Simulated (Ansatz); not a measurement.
Crystal: MnO2.

```
CELL_PARAMETERS angstrom
2.85658 0.00000 0.00000
-1.42829 2.47387 0.00000
0.00000 0.00000 4.60137
ATOMIC_POSITIONS crystal
Mn 0.00000 0.00000 0.50000
O 0.33333 0.66667 0.70629
O 0.66667 0.33333 0.29371
```

Measurements of this composition are mostly on another form, of space group No. 136.

Base run:

| Quantity | Value |
| --- | --- |
| Program | Ansatz 0.2.0 |
| Functional | HSE06 |
| Potentials or basis | Ansatz PAW |
| Cutoff | 420 eV (not typed: the program's choice for these potentials) |
| k mesh | 8 × 8 × 4 |
| Occupations | fermi-dirac, width 0.05 eV |
| Spin | collinear spin, ferromagnetic start |
| Starting moments | [4.0, 0.0, 0.0] μB |

Its results: band gap on the k mesh 3.50 eV, indirect (least direct gap 3.59 eV); pressure -3.0 GPa; net moment 3.00 μB per cell; site moments Mn +2.69; O -0.03 μB; largest force 0.439 eV/Å.

Q: The run is repeated on the same cell with these changes: functional from HSE06 to PBE0. What comes out?

A: Band gap on the k mesh 4.26 eV, indirect (least direct gap 4.35 eV); pressure -3.1 GPa; net moment 3.00 μB per cell; site moments Mn +2.69; O -0.03 μB; largest force 0.450 eV/Å.

Caveats: the magnetic or orbital state may not be the lowest; a cell with one magnetic atom can't hold antiferromagnetic order, which such compounds often take; the PAW data sets come from PBE, with cores solved anew for the run's functional, which leaves a small shift of forces and pressure; the thresholds are loose for stress.

A k mesh can miss the band edges.
